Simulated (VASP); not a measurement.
Wanted: the native input for a VASP 6.6.1 run.

* Task: single point
* Functional: PBE
* Potentials or basis: VASP PAW PBE potentials, release 64 (W_sv)
* Cutoff: 520 eV
* k mesh: 18 × 18 × 18
* Occupations: gaussian, width 1 eV
* Spin: no spin polarisation
* Further INCAR settings: ALGO = Normal; EDIFF = 1e-07; NBANDS = 13

The structure of W lies in POSCAR:

```
W                                       
1.0
   -1.6409157460      1.6409157460      1.6409157460
    1.6409157460     -1.6409157460      1.6409157460
    1.6409157460      1.6409157460     -1.6409157460
  W             
     1
Direct
     0.0000000000000000    0.0000000000000000    0.0000000000000000
```

The cell isn't the ideal one: a relaxed cell with its volume scaled by 1.09.

The input as run:

INCAR

```
  ALGO = Normal
  EDIFF = 1E-7
  ENCUT = 520
  GGA = PE
  ISIF = 2
  ISMEAR = 0
  LASPH = True
  LCHARG = False
  LREAL = False
  LWAVE = False
  NBANDS = 13
  NELM = 60
  PREC = Accurate
  SIGMA = 1.0
```

KPOINTS

```
k-points
0
Gamma
  18 18 18
```

Potentials or basis: VASP PAW PBE potentials, release 64 (W_sv).

The run is started by

```console
$ cat potpaw_PBE.64/W_sv/POTCAR > POTCAR
$ mpirun -np 1 vasp_std > vasp.out
```

It gave:

| Quantity | Value |
| --- | --- |
| Pressure | -21.2 GPa |
| Band gap on the k mesh | none (metal or under the smearing width) |

Run time: 29 s on 1 thread of Intel(R) Xeon(R) Platinum 8488C (Sapphire Rapids), with other jobs on the host, peak memory 0.17 GiB.
